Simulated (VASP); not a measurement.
These are TPSS meta-GGA, VASP's PBE PAW potentials (set 64) (plane waves; VASP) values and carry that method's errors.

VASP ran on this input.

KPOINTS:
```
Automatic mesh
0
Gamma
6 6 6
0 0 0
```

File POSCAR:
```
CaF2
1
    0.0000000000     2.7137071616     2.7137071616
    2.7137071616     0.0000000000     2.7137071616
    2.7137071616     2.7137071616    -0.0000000000
Ca F
1 2
Direct
  1.0000000000   0.0000000000   1.0000000000
  0.2500000000   0.2500000000   0.2500000000
  0.7500000000   0.7500000000   0.7500000000
```

INCAR:
```
ISMEAR = 0
NSW = 60   # most ionic steps
METAGGA = TPSS
NELM = 100   # most electronic steps
EDIFF = 1E-6
LREAL = .False.
PREC = Accurate
LMIXTAU = .True.
LCHARG = .False.
SIGMA = 0.05   # width (eV)
ENCUT = 520
ISIF = 3
EDIFFG = -0.02   # ionic stop
LWAVE = .False.
SYSTEM = CaF2
LASPH = .True.   # aspherical one-centre terms
IBRION = 2   # conjugate gradients
ALGO = Normal
```

POTCAR, in this order: Ca_sv F (PBE.64 set). Program: vasp_std.

The run wrote:

OSZICAR:
```
       N       E                     dE             d eps       ncg     rms          rms(c)
DAV:   1     0.210650438971E+03    0.21065E+03   -0.13958E+04   512   0.154E+03
DAV:   2    -0.202732550607E+02   -0.23092E+03   -0.22835E+03   712   0.408E+02
DAV:   3    -0.296584487334E+02   -0.93852E+01   -0.93792E+01   544   0.970E+01
DAV:   4    -0.300744303030E+02   -0.41598E+00   -0.41589E+00   880   0.145E+01
DAV:   5    -0.300780729464E+02   -0.36426E-02   -0.36426E-02   544   0.146E+00    0.806E+00
DAV:   6    -0.295814834022E+02    0.49659E+00   -0.11318E+02   512   0.132E+02    0.103E+01
DAV:   7    -0.297673363930E+02   -0.18585E+00   -0.16151E+00   664   0.126E+01    0.828E+00
DAV:   8    -0.290996060568E+02    0.66773E+00   -0.72226E+00   592   0.214E+01    0.112E+00
DAV:   9    -0.292495593541E+02   -0.14995E+00   -0.66306E-01   616   0.950E+00    0.122E+00
DAV:  10    -0.295502541744E+02   -0.30069E+00   -0.33837E-01   512   0.730E+00    0.218E-01
DAV:  11    -0.293322650869E+02    0.21799E+00   -0.14619E-01   688   0.433E+00    0.230E-01
DAV:  12    -0.293384135195E+02   -0.61484E-02   -0.85489E-02   680   0.294E+00    0.534E-01
DAV:  13    -0.293419937844E+02   -0.35803E-02   -0.33680E-02   568   0.180E+00    0.376E-02
DAV:  14    -0.293439193006E+02   -0.19255E-02   -0.37246E-03   528   0.663E-01    0.596E-02
DAV:  15    -0.293447901108E+02   -0.87081E-03   -0.38046E-04   520   0.247E-01    0.296E-02
DAV:  16    -0.293448522304E+02   -0.62120E-04   -0.86519E-05   720   0.101E-01    0.969E-03
DAV:  17    -0.293448661182E+02   -0.13888E-04   -0.32143E-05   512   0.538E-02    0.184E-03
DAV:  18    -0.293448682970E+02   -0.21788E-05   -0.31704E-06   680   0.183E-02    0.207E-03
DAV:  19    -0.293448685731E+02   -0.27609E-06   -0.13682E-06   456   0.108E-02
   1 F= -.29344869E+02 E0= -.29344869E+02  d E =-.293449E+02
       N       E                     dE             d eps       ncg     rms          rms(c)
DAV:   1    -0.295499481974E+02   -0.20508E+00   -0.49123E+00   616   0.232E+01    0.345E+00
DAV:   2    -0.293601973623E+02    0.18975E+00   -0.96601E-01   544   0.812E+00    0.853E-01
DAV:   3    -0.293521039365E+02    0.80934E-02   -0.33487E-02   720   0.229E+00    0.388E-01
DAV:   4    -0.293477276735E+02    0.43763E-02   -0.34046E-02   792   0.150E+00    0.153E-01
DAV:   5    -0.293513244387E+02   -0.35968E-02   -0.99530E-04   576   0.332E-01    0.131E-01
DAV:   6    -0.293510040348E+02    0.32040E-03   -0.33450E-04   656   0.165E-01    0.881E-02
DAV:   7    -0.293528722508E+02   -0.18682E-02   -0.11038E-03   576   0.311E-01    0.178E-02
DAV:   8    -0.293529354000E+02   -0.63149E-04   -0.16417E-04   696   0.116E-01    0.144E-02
DAV:   9    -0.293529384326E+02   -0.30326E-05   -0.97067E-06   592   0.237E-02    0.710E-03
DAV:  10    -0.293529421229E+02   -0.36903E-05   -0.54683E-06   568   0.237E-02    0.128E-03
DAV:  11    -0.293529431746E+02   -0.10517E-05   -0.78320E-07   488   0.106E-02    0.141E-03
DAV:  12    -0.293529432737E+02   -0.99093E-07   -0.70074E-08   280   0.268E-03
   2 F= -.29352943E+02 E0= -.29352943E+02  d E =-.807470E-02
       N       E                     dE             d eps       ncg     rms          rms(c)
DAV:   1    -0.293561721272E+02   -0.32290E-02   -0.75367E-02   616   0.287E+00    0.431E-01
DAV:   2    -0.293531505338E+02    0.30216E-02   -0.15194E-02   536   0.102E+00    0.105E-01
DAV:   3    -0.293530630847E+02    0.87449E-04   -0.53745E-04   752   0.283E-01    0.463E-02
DAV:   4    -0.293530082783E+02    0.54806E-04   -0.44710E-04   792   0.178E-01    0.167E-02
DAV:   5    -0.293530577225E+02   -0.49444E-04   -0.11110E-05   560   0.356E-02    0.150E-02
DAV:   6    -0.293530553698E+02    0.23527E-05   -0.97042E-06   640   0.282E-02    0.881E-03
DAV:   7    -0.293531029437E+02   -0.47574E-04   -0.26565E-05   528   0.447E-02    0.263E-03
DAV:   8    -0.293531041267E+02   -0.11829E-05   -0.30241E-06   632   0.157E-02    0.134E-03
DAV:   9    -0.293531042880E+02   -0.16134E-06   -0.10344E-07   256   0.296E-03
   3 F= -.29353104E+02 E0= -.29353104E+02  d E =-.823571E-02
```

### OUTCAR
```
------------------------ aborting loop because EDIFF is reached ----------------------------------------
  FORCE on cell =-STRESS in cart. coord.  units (eV):
  Direction    XX          YY          ZZ          XY          YZ          ZX
  --------------------------------------------------------------------------------------
  Total        0.0014005      0.0014005      0.0014005      0.0000000      0.0000000     -0.0000000
  in kB        0.0546743      0.0546743      0.0546743      0.0000000      0.0000000     -0.0000000
  external PRESSURE =       0.0546743 kB  Pullay stress =       0.0000000 kB
  volume of cell :       41.04
      direct lattice vectors                 reciprocal lattice vectors
    -0.000000000  2.737736769  2.737736769    -0.182632606  0.182632606  0.182632606
     2.737736769 -0.000000000  2.737736769     0.182632606 -0.182632606  0.182632606
     2.737736769  2.737736769  0.000000000     0.182632606  0.182632606 -0.182632606
 POSITION                                       TOTAL-FORCE (eV/Angst)
 -----------------------------------------------------------------------------------
      0.00000     -0.00000      0.00000        -0.000000      0.000000     -0.000000
      1.36887      1.36887      1.36887        -0.000000     -0.000000      0.000000
      4.10661      4.10661      4.10661         0.000000      0.000000     -0.000000
 -----------------------------------------------------------------------------------
    total drift:                                0.000000     -0.000000      0.000000
  FREE ENERGIE OF THE ION-ELECTRON SYSTEM (eV)
  ---------------------------------------------------
  free  energy   TOTEN  =       -29.3531042880 eV

  energy  without entropy=      -29.3531042880  energy(sigma->0) =      -29.35310429

 reached required accuracy - stopping structural energy minimisation
```
(Selected blocks of OUTCAR.)

### CONTCAR
```
CaF2
   1.00000000000000
    -0.0000000000000000    2.7377367693065575    2.7377367693065575
     2.7377367693065575   -0.0000000000000000    2.7377367693065575
     2.7377367693065575    2.7377367693065575    0.0000000000000000
  Ca              F
     1     2
Direct
     0.0000000000000000    0.0000000000000000    0.0000000000000000
     0.2500000000000000    0.2500000000000000    0.2500000000000000
     0.7500000000000000    0.7500000000000000    0.7500000000000000
```

Energy and stress use the plane-wave basis of the starting cell.

The compound is CaF2 in the fluorite structure. This run relaxes it. Symmetry was kept, so distortions that lower it aren't found. The start is the result of an earlier pass.
